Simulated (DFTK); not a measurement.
# In under changes of volume

One of the cells (26.144 Å³/atom); the others are scaled copies at fixed shape and fractional positions:

```
CELL_PARAMETERS angstrom
-1.62547 1.62547 2.47370
1.62547 -1.62547 2.47370
1.62547 1.62547 -2.47370
ATOMIC_POSITIONS crystal
In 0.00000 0.00000 0.00000
```

- Program: DFTK 0.8.2
- Functional: PBE
- Potentials or basis: dojo.nc.sr.pbe.v0_4_1.standard.upf (PBE)
- Cutoff: 952 eV
- k mesh: 6 × 6 × 6
- Occupations: fermi-dirac, width 0.05 eV
- Spin: no spin polarisation

```csv
volume (Å³/atom),energy over the lowest point (meV/atom),pressure (GPa)
24.575,33.61,4.5
25.098,20.86,3.4
25.621,11.44,2.4
26.144,4.99,1.5
26.666,?,?
27.189,0.00,-0.1
27.712,1.04,-0.7
```

Question: What does the run at 26.666 Å³/atom give?

Answer: Energy over the lowest point 1.25 meV/atom; pressure 0.7 GPa.

Worked out: A Birch-Murnaghan fit of order 3 (a polynomial in V^(-2/3)) to the other rows has its minimum at 27.21 Å³/atom with B0 = V·E''(V) = 36 GPa and B' = 3.8 at fixed shape and positions, which overstates the stiffness. It gives 1.26 meV/atom at 26.666 Å³/atom, against the run's 1.25, and -dE/dV = 0.8 GPa, against 0.7.

Energies are extrapolated to zero smearing.

Caveats: all runs use coarse meshes.
